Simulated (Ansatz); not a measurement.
Fe in Ansatz: the effect of functional

The system is Fe.

```
CELL_PARAMETERS angstrom
0.00000 1.90210 1.92499
1.46785 0.00000 1.92499
1.46785 1.90210 0.00000
ATOMIC_POSITIONS crystal
Fe 0.00000 0.00000 0.00000
```

The cell isn't the ideal one: volume scaled by 0.94.

Alike in all runs:

* Program: Ansatz 0.2.0
* Task: single point
* Potentials or basis: Ansatz PAW
* k mesh: 13 × 13 × 13
* Occupations: fermi-dirac, width 0.05 eV
* Spin: collinear spin, ferromagnetic start
* Starting moments: [3.0] μB

| functional | cutoff | pressure (GPa) | moment (μB) |
| --- | --- | --- | --- |
| LDA | 420 eV (not typed: the program's choice for these potentials) | ? | ? |
| PBEsol | 420 eV (not typed: the program's choice for these potentials) | 1.6 | 2.06 |
| r2SCAN | 500 eV (not typed: the program's choice for these potentials) | 21.3 | 2.58 |

**Question.** What does the run with functional LDA give?

**Answer.** Pressure -7.5 GPa; moment 2.03 μB.

Caveats: the PAW data sets come from PBE, with cores solved anew for the run's functional, which leaves a small shift of forces and pressure; the magnetic or orbital state may not be the lowest (some runs).
